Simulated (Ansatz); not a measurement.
Computed with DFT PBE, scalar-relativistic, plane waves, PAW (Ansatz 0.2.0). All cells share a 420 eV cutoff and Γ-centred k meshes spaced at most about 0.3 Å⁻¹ (about 0.25 or finer for metals, 2π included). No spin polarisation in the final relaxations.

Temperature and zero-point effects are left out.

Two relaxed structures of Ge:

A.

```cif
data_structure
_symmetry_space_group_name_H-M 'P4/nmm:1'
_symmetry_Int_Tables_number 129
_cell_length_a 4.2776
_cell_length_b 4.2776
_cell_length_c 4.4161
_cell_angle_alpha 90.000
_cell_angle_beta 90.000
_cell_angle_gamma 90.000
_cell_volume 80.80
loop_
_atom_site_label
_atom_site_type_symbol
_atom_site_symmetry_multiplicity
_atom_site_Wyckoff_symbol
_atom_site_fract_x
_atom_site_fract_y
_atom_site_fract_z
_atom_site_occupancy
Ge1 Ge 2 b 0.00000 0.00000 0.50000 1
Ge2 Ge 2 c 0.00000 0.50000 0.89335 1
```

B.

```cif
data_structure
_symmetry_space_group_name_H-M 'P6/mmm'
_symmetry_Int_Tables_number 191
_cell_length_a 2.8788
_cell_length_b 2.8788
_cell_length_c 2.6935
_cell_angle_alpha 90.000
_cell_angle_beta 90.000
_cell_angle_gamma 120.000
_cell_volume 19.33
loop_
_atom_site_label
_atom_site_type_symbol
_atom_site_symmetry_multiplicity
_atom_site_Wyckoff_symbol
_atom_site_fract_x
_atom_site_fract_y
_atom_site_fract_z
_atom_site_occupancy
Ge1 Ge 1 b 0.00000 0.00000 0.50000 1
```

Task: Which is lower in energy, and by how much?

Result: B is lower, by 66 meV/atom. A has space group P4/nmm (No. 129), 20.2 Å³/atom and no gap on its mesh; B has the simple hexagonal type, space group P6/mmm (No. 191), 19.3 Å³/atom and no gap. Counting all near atoms (those within 1.25 times the shortest such distance or 1.15 times the sum of covalent radii; a plus sign parts nearer from farther groups; a slash parts the counts of unlike sites), A has Ge 4+4+4/4+8 and B has Ge 8. Both come from invented guesses. The part of the Crystallography Open Database at hand lists Ge in space groups No. 64, 96, 227; no cell shown has one of them.

Cells relaxed within their symmetry can be saddle points.
